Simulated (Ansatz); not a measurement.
# AgCl: how the settings move a single-point run

Aim: see which settings change the result for AgCl, by how much, and at what cost.

Method: reference: DFT, PBE, all-electron LAPW, scalar-relativistic, in Ansatz 0.2.0.

### Step 1. Starting point

It takes space group I4mm (No. 107, tetragonal). Conventional cell: a = 3.922 Å, b = 3.922 Å, c = 5.546 Å, α = 90.00°, β = 90.00°, γ = 90.00°. Ag (site symmetry 4mm) has 6 Cl at 2.72 to 2.82 Å as nearest neighbours. Cl (site symmetry 4mm) is surrounded by 6 Ag at 2.72 to 2.82 Å.

Coordinates:

```
CELL_PARAMETERS angstrom
0.00000 2.77315 2.77315
2.77315 0.00000 2.77315
2.77315 2.77315 0.00000
ATOMIC_POSITIONS crystal
Ag 0.50902 0.50902 0.49098
Cl 0.00000 0.00000 0.00000
```

### Step 2. Baseline

input.yaml reads:

```yaml
crystal:
  lattice:
    - [0.0, 2.77315, 2.77315]
    - [2.77315, 0.0, 2.77315]
    - [2.77315, 2.77315, 0.0]
  atoms:
    - { symbol: Ag, position: [0.509015019, 0.509015019, 0.490984981] }
    - { symbol: Cl, position: [0.0, 0.0, 0.0] }
kpoints:
  mp_grid: { grid: [9, 9, 9] }
scf:
  occupations: { method: fermi_dirac, width: 0.01 }
hamiltonian:
  xc: pbe
  pseudopotentials: { kind: all_electron, lapw: { basis_error: 0.0005 } }
output:
  forces: true
  stress: true
  eigenvalues: true
```

Launch:

```
$ ansatz run input.yaml --threads 1 --pin off --max-ram 2048MiB --backend cpu --events-out ev --progress --plain --runs-dir out
```

### Step 3. Changing settings: mp_grid.grid [3, 3, 3], occupations.width 0.1

input.yaml: that of step 2 with these lines changed.

```diff
@@ -9,5 +9,5 @@
 kpoints:
-  mp_grid: { grid: [9, 9, 9] }
+  mp_grid: { grid: [3, 3, 3] }
 scf:
-  occupations: { method: fermi_dirac, width: 0.01 }
+  occupations: { method: fermi_dirac, width: 0.1 }
 hamiltonian:
```

Q: Predict the outcome of this session. Wanted: for each run, ending; energy change; pressure; gap; force.

As calculated:

| run | ending | energy change | pressure (GPa) | gap (eV) | force (eV/Å) | cycles | time |
| --- | --- | --- | --- | --- | --- | --- | --- |
| reference | converged | 0 | 1.7 | 0.96 | 0.06 | 7 | 20 s |
| 1: mp_grid.grid [3, 3, 3], occupations.width 0.1 | converged | +29.4 meV/atom (σ→0) | 2.1 | 1.29 | 0.06 | 7 | 2.8 s |

Residual by cycle in the longest SCF loop of each run; runs are numbered as in the table. The quantity is the density residual dr2, in eV.

| cycle | reference | run 1 |
| --- | --- | --- |
| 1 | 0.404 | 0.438 |
| 2 | 0.00465 | 0.00408 |
| 3 | 0.00653 | 0.00701 |
| 4 | 7.2e-4 | 8.5e-4 |
| 5 | 1.3e-5 | 1.6e-5 |
| 6 | 2.6e-7 | 2.9e-7 |
| 7 | 3.1e-9 | 4.6e-9 |

What this shows: Changing the k-point mesh and smearing moves the energy by +29.4 meV/atom (σ→0 values), and the pressure goes from 1.7 to 2.1 GPa and the gap on the mesh goes from 0.96 to 1.29 eV. More than one kind of setting changed, and this run alone doesn't tell their shares apart. A gap read on a mesh depends on which points the mesh holds, and a coarse mesh shifts the density too. Cost: 2.8 s against 20 s.

These are semilocal Kohn-Sham gaps, which aren't the measured quantity. Such gaps usually fall short of the measured ones.
